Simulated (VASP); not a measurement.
# SnO (P4/nmm) in VASP: further runs

The runs below take SnO through band structure, with PBE, r2SCAN.

All numbers are computed with VASP 6.6.1; they aren't measurements. Logs are shortened: lines on timing, memory, paths and dates and some standing lists are left out, and cuts for length are marked.

## Step 1: Starting point

Symmetry: P4/nmm, No. 129, tetragonal system. Conventional cell: a = 3.802 Å, b = 3.802 Å, c = 4.836 Å, α = 90.00°, β = 90.00°, γ = 90.00°. Sn (site symmetry 4mm) is surrounded by 4 O at 2.22 Å. Around O (site symmetry -4m2) lie 4 Sn at 2.22 Å.

## Step 2: Band structure, PBE

Contents of POSCAR:

```
SnO
1.0
    3.8020000000      0.0000000000      0.0000000000
    0.0000000000      3.8020000000      0.0000000000
    0.0000000000      0.0000000000      4.8360000000
Sn O
2 2
Direct
    0.0000000000      0.5000000000      0.2385000000
    0.5000000000      0.0000000000      0.7615000000
    0.0000000000      0.0000000000      0.0000000000
    0.5000000000      0.5000000000      0.0000000000
```

Contents of INCAR.step1:

```
ALGO     = Normal         # electronic algorithm
EDIFF    = 1E-7           # SCF threshold, eV
ENCUT    = 520            # plane-wave cutoff, eV
GGA      = PE             # functional
ISIF     = 2              # what is computed and relaxed
ISMEAR   = 0              # smearing method
LASPH    = True           # aspherical terms in the spheres
LCHARG   = True           # write CHGCAR
LREAL    = False          # projectors in reciprocal space
LWAVE    = False          # write WAVECAR
NELM     = 60             # most SCF steps
PREC     = Accurate       # precision mode
SIGMA    = 0.02           # smearing width, eV
```

Contents of KPOINTS.step1:

```
k-points
0
Gamma
  8 8 6
```

Contents of INCAR.step2:

```
ALGO     = Normal         # electronic algorithm
EDIFF    = 1E-7           # SCF threshold, eV
ENCUT    = 520            # plane-wave cutoff, eV
GGA      = PE             # functional
ICHARG   = 11             # starting density
ISIF     = 2              # what is computed and relaxed
ISMEAR   = 0              # smearing method
LASPH    = True           # aspherical terms in the spheres
LCHARG   = False          # write CHGCAR
LREAL    = False          # projectors in reciprocal space
LWAVE    = False          # write WAVECAR
NELM     = 60             # most SCF steps
PREC     = Accurate       # precision mode
SIGMA    = 0.05           # smearing width, eV
```

Contents of KPOINTS.step2:

```
path GXMGZRAZ,XR,MA
15
line-mode
reciprocal
 0.0000000000  0.0000000000  0.0000000000  G
 0.0000000000  0.5000000000  0.0000000000  X

 0.0000000000  0.5000000000  0.0000000000  X
 0.5000000000  0.5000000000  0.0000000000  M

 0.5000000000  0.5000000000  0.0000000000  M
 0.0000000000  0.0000000000  0.0000000000  G

 0.0000000000  0.0000000000  0.0000000000  G
 0.0000000000  0.0000000000  0.5000000000  Z

 0.0000000000  0.0000000000  0.5000000000  Z
 0.0000000000  0.5000000000  0.5000000000  R

 0.0000000000  0.5000000000  0.5000000000  R
 0.5000000000  0.5000000000  0.5000000000  A

 0.5000000000  0.5000000000  0.5000000000  A
 0.0000000000  0.0000000000  0.5000000000  Z

 0.0000000000  0.5000000000  0.0000000000  X
 0.0000000000  0.5000000000  0.5000000000  R

 0.5000000000  0.5000000000  0.0000000000  M
 0.5000000000  0.5000000000  0.5000000000  A
```

Potentials or basis: VASP PAW PBE potentials, release 64 (Sn_d, O).

Run with:

```
cat potpaw_PBE.64/Sn_d/POTCAR potpaw_PBE.64/O/POTCAR > POTCAR
cp INCAR.step1 INCAR
cp KPOINTS.step1 KPOINTS
mpirun -np 1 vasp_std > vasp.out
cp INCAR.step2 INCAR
cp KPOINTS.step2 KPOINTS
mpirun -np 1 vasp_std > vasp.out
```

OUTCAR:

```text
EDIFF = 1E-7
   ENCUT = 520
   GGA = PE
   ICHARG = 11
   ISIF = 2
   ISMEAR = 0
   LASPH = True
   LREAL = False
   NELM = 60
   PREC = Accurate

 ion  position               nearest neighbor table
   1  0.000  0.500  0.239-   3 2.22   4 2.22   3 2.22   4 2.22   2 3.54   2 3.54   2 3.54   2 3.54
                             2 3.69   2 3.69   2 3.69   2 3.69
   2  0.500  0.000  0.761-   3 2.22   4 2.22   4 2.22   3 2.22   1 3.54   1 3.54   1 3.54   1 3.54
                             1 3.69   1 3.69   1 3.69   1 3.69
   3  0.000  0.000  0.000-   1 2.22   2 2.22   1 2.22   2 2.22
   4  0.500  0.500  0.000-   1 2.22   2 2.22   2 2.22   1 2.22

  LATTYP: Found a simple tetragonal cell.
 ALAT       =     3.8020000000
 C/A-ratio  =     1.2719621252

  Lattice vectors:

 A1 = (   3.8020000000,   0.0000000000,   0.0000000000)
 A2 = (   0.0000000000,   3.8020000000,   0.0000000000)
 A3 = (   0.0000000000,   0.0000000000,   4.8360000000)

Analysis of symmetry for initial positions (statically):
=====================================================================
 Subroutine PRICEL returns:
 Original cell was already a primitive cell.

 Routine SETGRP: Setting up the symmetry group for a
 simple tetragonal supercell.

 Subroutine GETGRP returns: Found 16 space group operations
 (whereof  8 operations were pure point group operations)
 out of a pool of 16 trial point group operations.

The static configuration has the point symmetry D_2d.
 The point group associated with its full space group is D_4h.

Analysis of symmetry for dynamics (positions and initial velocities):
=====================================================================
 Subroutine PRICEL returns:
 Original cell was already a primitive cell.

 Routine SETGRP: Setting up the symmetry group for a
 simple tetragonal supercell.

 Subroutine GETGRP returns: Found 16 space group operations
 (whereof  8 operations were pure point group operations)
 out of a pool of 16 trial point group operations.

The dynamic configuration has the point symmetry D_2d.
 The point group associated with its full space group is D_4h.

 Subroutine INISYM returns: Found 16 space group operations
 (whereof  8 operations are pure point group operations),
 and found     1 'primitive' translations

----------------------------------------------------------------------------------------
[... 88 lines left out ...]
   ENCUT  =  520.0 eV  38.22 Ry    6.18 a.u.   7.07  7.07  8.99*2*pi/ulx,y,z
   NELM   =     60;   NELMIN=  2; NELMDL=  0     # of ELM steps
   EDIFF  = 0.1E-06   stopping-criterion for ELM
   LREAL  =      F    real-space projection
   EDIFFG = 0.1E-05   stopping-criterion for IOM
   NSW    =      0    number of steps for IOM
   IBRION =     -1    ionic relax: 0-MD 1-quasi-New 2-CG
   NFREE  =      0    steps in history (QN), initial steepest desc. (CG)
   ISIF   =      2    stress and relaxation
   ISYM   =      2    0-nonsym 1-usesym 2-fastsym
   POTIM  = 0.5000    time-step for ionic-motion
   TEBEG  =    0.0;   TEEND  =   0.0 temperature during run
   PSTRESS=    0.0 pullay stress
   NELECT =      40.0000    total number of electrons
   NUPDOWN=      -1.0000    fix difference up-down
   EMIN   =  10.00;   EMAX   =-10.00  energy-range for DOS
   EFERMI =   0.00;   METHOD = LEGACY
   ISMEAR =     0;   SIGMA  =   0.05  broadening in eV -4-tet -1-fermi 0-gaus
   EFERMI_NEDOS =   21; number of points for ismear=-14 and -15
   IALGO  =     38    algorithm
   IMIX   =      4    mixing-type and parameters
     AMIX     =   0.40;   BMIX     =  1.00
     AMIX_MAG =   1.60;   BMIX_MAG =  1.00
  volume/ion in A,a.u.               =      17.48       117.94
  Fermi-wavevector in a.u.,A,eV,Ry     =   1.359121  2.568365 25.132801  1.847209
  Thomas-Fermi vector in A             =   2.485896
   LORBIT       =      0    0 simple, 1 ext, 2 COOP (PROOUT), +10 PAW based schemes
   GGA     = PE    functional components
   LHFCALC =     F    Hartree Fock is set to
   AEXX    =    0.0000 exact exchange contribution
   IVDW    =     0    specifies the selected vdW correction
   LEPSILON=     F    determine dielectric tensor
   LRPA    =     F    only Hartree local field effects (RPA)
 non-spin polarized calculation
 Gauss-broadening in eV      SIGMA  =   0.05
  energy-cutoff  :      520.00
  volume of cell :       69.91
 maximum number of plane-waves:      1904

 number of electron      39.9999990 magnetization

 Free energy of the ion-electron system (eV)
  ---------------------------------------------------
  ext. energy  EPLUGINS =         0.00000000
  ---------------------------------------------------
  free energy    TOTEN  =       -22.19665675 eV

  energy without entropy =      -22.19326022  energy(sigma->0) =      -22.19495848

 E-fermi :   7.2557     XC(G=0): -10.2681

 val. band max:        7.2407381118   @ k =   0.0000   0.0714   0.0000
 cond. band min:       7.2653811030   @ k =   0.5000   0.5000   0.0000
 fundamental gap:      0.0246429911
 Fermi energy:         7.2556787564

 k-point     1 :       0.0000    0.0000    0.0000
  band No.  band energies     occupation
      1     -14.8288      2.00000
      2     -14.3868      2.00000
      3     -14.3857      2.00000
      4     -14.3857      2.00000
      5     -14.3377      2.00000
      6     -14.3302      2.00000
[... 637 lines left out ...]
     23      11.9478      0.00000
     24      11.9478      0.00000

 [... further k-points ...]

------------------------ aborting loop because EDIFF is reached ----------------------------------------

  FORCE on cell =-STRESS in cart. coord.  units (eV):
  Direction    XX          YY          ZZ          XY          YZ          ZX
  --------------------------------------------------------------------------------------
  -------------------------------------------------------------------------------------
  Total        4.2370870      4.2370870      3.5704966      0.0000000      0.0000000     -0.0000000
  in kB       97.1107801     97.1107801     81.8330418      0.0000000      0.0000000     -0.0000000
  external PRESSURE =      92.0182007 kB  Pullay stress =       0.0000000 kB

 VOLUME and BASIS-vectors are now :
 -----------------------------------------------------------------------------
  energy-cutoff  :      520.00
  volume of cell :       69.91
      direct lattice vectors                 reciprocal lattice vectors
     3.802000000  0.000000000  0.000000000     0.263019463  0.000000000  0.000000000
     0.000000000  3.802000000  0.000000000     0.000000000  0.263019463  0.000000000
     0.000000000  0.000000000  4.836000000     0.000000000  0.000000000  0.206782465

 POSITION                                       TOTAL-FORCE (eV/Angst)
 -----------------------------------------------------------------------------------
      0.00000      1.90100      1.15339        -0.000000     -0.000000      0.177728
      1.90100      0.00000      3.68261         0.000000     -0.000000     -0.177728
      0.00000      0.00000      0.00000        -0.000000      0.000000     -0.000000
      1.90100      1.90100      0.00000        -0.000000     -0.000000     -0.000000
 -----------------------------------------------------------------------------------
    total drift:                                0.000000      0.000000      0.000000

  FREE ENERGIE OF THE ION-ELECTRON SYSTEM (eV)
  ---------------------------------------------------
  free  energy   TOTEN  =       -22.1966567484 eV

  energy  without entropy=      -22.1932602173  energy(sigma->0) =      -22.19495848
```

OUTCAR.step1:

```text
EDIFF = 1E-7
   ENCUT = 520
   GGA = PE
   ISIF = 2
[... 883 lines left out ...]
      0.00000      1.90100      1.15339        -0.000000      0.000000      0.431702
      1.90100      0.00000      3.68261         0.000000      0.000000     -0.431702
      0.00000      0.00000      0.00000        -0.000000      0.000000      0.000000
      1.90100      1.90100      0.00000        -0.000000     -0.000000      0.000000
 -----------------------------------------------------------------------------------
    total drift:                                0.000000      0.000000      0.000000

  FREE ENERGIE OF THE ION-ELECTRON SYSTEM (eV)
  ---------------------------------------------------
  free  energy   TOTEN  =       -22.6695212026 eV

  energy  without entropy=      -22.6694606513  energy(sigma->0) =      -22.66949093
```

OSZICAR.step1:

```text
N       E                     dE             d eps       ncg     rms          rms(c)
DAV:   1     0.399363742957E+03    0.39936E+03   -0.20846E+04  2928   0.256E+03
DAV:   2     0.290027952317E+02   -0.37036E+03   -0.36295E+03  3112   0.580E+02
DAV:   3    -0.244359313997E+02   -0.53439E+02   -0.52977E+02  3576   0.193E+02
DAV:   4    -0.263080412376E+02   -0.18721E+01   -0.18709E+01  3144   0.411E+01
DAV:   5    -0.263643202481E+02   -0.56279E-01   -0.56273E-01  3912   0.708E+00    0.117E+01
DAV:   6    -0.226788693071E+02    0.36855E+01   -0.24583E+01  4888   0.521E+01    0.469E+00
DAV:   7    -0.226861120108E+02   -0.72427E-02   -0.22451E+00  3280   0.982E+00    0.257E+00
DAV:   8    -0.226918914921E+02   -0.57795E-02   -0.59109E-01  4368   0.582E+00    0.107E+00
DAV:   9    -0.226682202766E+02    0.23671E-01   -0.18998E-01  4456   0.431E+00    0.258E-01
DAV:  10    -0.226705599413E+02   -0.23397E-02   -0.22608E-02  4088   0.135E+00    0.222E-01
DAV:  11    -0.226694487682E+02    0.11112E-02   -0.79810E-03  4480   0.865E-01    0.311E-02
DAV:  12    -0.226695564804E+02   -0.10771E-03   -0.92313E-04  3112   0.189E-01    0.566E-02
DAV:  13    -0.226695261460E+02    0.30334E-04   -0.94797E-05  4544   0.110E-01    0.217E-02
DAV:  14    -0.226695205368E+02    0.56092E-05   -0.40232E-05  4264   0.492E-02    0.508E-03
DAV:  15    -0.226695207524E+02   -0.21565E-06   -0.22337E-06  3992   0.106E-02    0.317E-03
DAV:  16    -0.226695210046E+02   -0.25214E-06   -0.16234E-07  2336   0.341E-03    0.154E-03
DAV:  17    -0.226695211685E+02   -0.16391E-06   -0.60554E-08  1784   0.251E-03    0.126E-04
DAV:  18    -0.226695212026E+02   -0.34079E-07   -0.22628E-08  1680   0.130E-03
   1 F= -.22669521E+02 E0= -.22669491E+02  d E =-.605513E-04
```

Run time: 2.6 min. Hardware: 1 thread of Intel Xeon Platinum 8375C at 2.90GHz (Ice Lake), shared host; peak memory 0.3 GiB.

What came out:

```
Band gap on the k mesh  : 0.03 eV, indirect (least direct gap 1.95 eV)
Band gap along the path : 0.02 eV, indirect (least direct gap 1.96 eV)
```

Levels at the corners of the path, in eV from the valence-band top:
```tsv
point	band 16	band 17	band 18	band 19	band 20	band 21	band 22	band 23	band 24
Γ	-6.33	-3.54	-3.22	-3.22	0.00	2.09	4.37	4.64	4.64
X	-5.07	-4.90	-4.90	-2.77	-2.77	3.17	3.17	5.89	5.89
X	-5.07	-4.90	-4.90	-2.77	-2.77	3.17	3.17	5.89	5.90
M	-5.20	-2.56	-2.56	-1.93	-1.93	0.02	0.02	4.43	4.43
M	-5.20	-2.56	-2.56	-1.93	-1.93	0.02	0.02	4.43	4.43
Γ	-6.33	-3.54	-3.22	-3.22	0.00	2.09	4.37	4.64	4.64
Γ	-6.33	-3.54	-3.22	-3.22	0.00	2.09	4.37	4.64	4.64
Z	-3.60	-3.24	-3.24	-3.14	-2.28	1.69	2.92	2.92	3.66
Z	-3.60	-3.24	-3.24	-3.14	-2.28	1.69	2.92	2.92	3.66
R	-5.53	-4.86	-4.86	-1.79	-1.79	2.56	2.56	5.39	5.39
R	-5.53	-4.86	-4.86	-1.79	-1.79	2.56	2.56	5.39	5.39
A	-5.66	-2.73	-2.73	-2.56	-2.56	2.29	2.29	4.03	4.03
A	-5.66	-2.73	-2.73	-2.56	-2.56	2.29	2.29	4.03	4.03
Z	-3.60	-3.24	-3.24	-3.14	-2.28	1.69	2.92	2.92	3.66
X	-5.07	-4.90	-4.90	-2.77	-2.77	3.17	3.17	5.89	5.93
R	-5.53	-4.86	-4.86	-1.79	-1.79	2.56	2.56	5.39	5.39
M	-5.20	-2.56	-2.56	-1.93	-1.93	0.02	0.02	4.43	4.43
A	-5.66	-2.73	-2.73	-2.56	-2.56	2.29	2.29	4.03	4.03
```

Caveat: the log is that of the step along the path at fixed density, whose energy, stress, charges and moments have no meaning; spin-orbit coupling is left out, which moves the levels of the heavy elements.

## Step 3: Band structure, r2SCAN

Contents of INCAR:

```
SYSTEM = SnO
PREC = Accurate
ENCUT = 520
EDIFF = 1E-7
ISMEAR = 0
SIGMA = 0.02
LREAL = .FALSE.
LASPH = .TRUE.
NELM = 60
ALGO = Normal
ISIF = 2
LWAVE = .FALSE.
LCHARG = .FALSE.
METAGGA = R2SCAN
LMIXTAU = .TRUE.
```

Contents of KPOINTS:

```
Automatic mesh
0
G
  8 8 6
  0 0 0
```

POSCAR is that of step 2.

Contents of KPOINTS_OPT:

```
path GXMGZRAZ,XR,MA
10
line-mode
reciprocal
 0.0000000000  0.0000000000  0.0000000000  G
 0.0000000000  0.5000000000  0.0000000000  X

 0.0000000000  0.5000000000  0.0000000000  X
 0.5000000000  0.5000000000  0.0000000000  M

 0.5000000000  0.5000000000  0.0000000000  M
 0.0000000000  0.0000000000  0.0000000000  G

 0.0000000000  0.0000000000  0.0000000000  G
 0.0000000000  0.0000000000  0.5000000000  Z

 0.0000000000  0.0000000000  0.5000000000  Z
 0.0000000000  0.5000000000  0.5000000000  R

 0.0000000000  0.5000000000  0.5000000000  R
 0.5000000000  0.5000000000  0.5000000000  A

 0.5000000000  0.5000000000  0.5000000000  A
 0.0000000000  0.0000000000  0.5000000000  Z

 0.0000000000  0.5000000000  0.0000000000  X
 0.0000000000  0.5000000000  0.5000000000  R

 0.5000000000  0.5000000000  0.0000000000  M
 0.5000000000  0.5000000000  0.5000000000  A
```

Potentials or basis: VASP PAW PBE potentials, release 64 (Sn_d, O).

Run with:

```
cat potpaw_PBE.64/Sn_d/POTCAR potpaw_PBE.64/O/POTCAR > POTCAR
mpirun -np 1 vasp_std > vasp.out
```

Run time: 5.8 min. Hardware: 1 thread of Intel Xeon Platinum 8488C (Sapphire Rapids), shared host; peak memory 0.27 GiB.

The run converged. Its results:

```
Free energy             : -66.9003 eV
Pressure                : 0.7 GPa
Largest force           : 0.018 eV/Å
Band gap on the k mesh  : 0.14 eV, indirect (least direct gap 2.29 eV)
Band gap along the path : 0.14 eV, indirect (least direct gap 2.29 eV)
```

Forces in eV/Å, atoms in the order of the input:
```
Sn   0.000  0.000 -0.018
Sn   0.000  0.000  0.018
O    0.000  0.000  0.000
O    0.000  0.000  0.000
```

Stress tensor (GPa, compression positive):
```
0.77 0.00 0.00
0.00 0.77 0.00
0.00 0.00 0.49
```

Levels at the corners of the path, in eV from the valence-band top:
```tsv
point	band 17	band 18	band 19	band 20	band 21	band 22	band 23	band 24
Γ	-3.91	-3.59	-3.59	0.00	2.42	4.63	4.82	4.82
X	-5.28	-5.28	-3.01	-3.01	3.46	3.46	6.16	6.16
X	-5.28	-5.28	-3.01	-3.01	3.46	3.46	6.16	6.19
M	-2.91	-2.91	-2.15	-2.15	0.14	0.14	4.73	4.73
M	-2.91	-2.91	-2.15	-2.15	0.14	0.14	4.73	4.73
Γ	-3.91	-3.59	-3.59	0.00	2.42	4.63	4.82	4.82
Γ	-3.91	-3.59	-3.59	0.00	2.42	4.63	4.82	4.82
Z	-3.60	-3.60	-3.09	-2.58	1.99	3.07	3.07	3.79
Z	-3.60	-3.60	-3.09	-2.58	1.99	3.07	3.07	3.79
R	-5.25	-5.25	-2.04	-2.04	2.78	2.78	5.65	5.65
R	-5.25	-5.25	-2.04	-2.04	2.78	2.78	5.65	5.65
A	-2.94	-2.94	-2.91	-2.91	2.42	2.42	4.38	4.38
A	-2.94	-2.94	-2.91	-2.91	2.42	2.42	4.38	4.38
Z	-3.60	-3.60	-3.09	-2.58	1.99	3.07	3.07	3.79
X	-5.28	-5.28	-3.01	-3.01	3.46	3.46	6.16	6.16
R	-5.25	-5.25	-2.04	-2.04	2.78	2.78	5.65	5.65
M	-2.91	-2.91	-2.15	-2.15	0.14	0.14	4.73	4.73
A	-2.94	-2.94	-2.91	-2.91	2.42	2.42	4.38	4.38
```

Caveat: the PAW data sets were made with another functional, which shifts forces and pressure a little; spin-orbit coupling is left out, which moves the levels of the heavy elements.
